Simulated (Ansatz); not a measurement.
# RbBr: the cost of one run

The runs shown are made with Ansatz 0.2.0. PAW datasets, plane waves. Spin-unpolarised throughout; all numbers are computed.

## (1) The cell

The cell was relaxed beforehand with r2SCAN.

It is cubic, Fm-3m (No. 225); conventional cell a = 6.922 Å, 41.45 Å³ an atom. Around Rb lie 6 Br at 3.46 Å; around Br lie 6 Rb at 3.46 Å.

The structure in full:

```
Rb Br
1.0
     0.00000    3.46083    3.46083
     3.46083    0.00000    3.46083
     3.46083    3.46083    0.00000
Rb Br
1 1
Direct
  0.00000 0.00000 0.00000
  0.50000 0.50000 0.50000
```

## (2) Band structure with PBE

The input, input.yaml:

```yaml
crystal:
  lattice:
    - [0.0, 3.4608258933, 3.4608258933]
    - [3.4608258933, 0.0, 3.4608258933]
    - [3.4608258933, 3.4608258933, 0.0]
  atoms:
    - { symbol: Rb, position: [0.0, 0.0, 0.0] }
    - { symbol: Br, position: [0.5, 0.5, 0.5] }
kpoints:
  mp_grid: { grid: [6, 6, 6] }
  band_path:
    path:
      - [[0.0, 0.0, 0.0], [0.5, -2.318871621751e-34, 0.5], [0.625, 0.25, 0.625]]
      - [[0.375, 0.375, 0.75], [0.0, 0.0, 0.0], [0.5, 0.5, 0.5], [0.5, 0.25, 0.75], [0.5, -2.318871621751e-34, 0.5]]
    npoints: 10
hamiltonian:
  xc: pbe
scf:
  occupations: { method: fermi_dirac, width: 0.02 }
  n_extra_bands: 4
output:
  forces: true
  stress: true
  eigenvalues: true
```

The run is started by

```console
> ansatz run input.yaml --threads 2 --pin off --max-ram 2211MiB --backend cpu --events-out ev --progress --plain --runs-dir out
```

What time and memory should one allow on 2 threads of Arm Neoverse N1, shared host?

About 2.6 s, with a peak of 0.3 GiB.
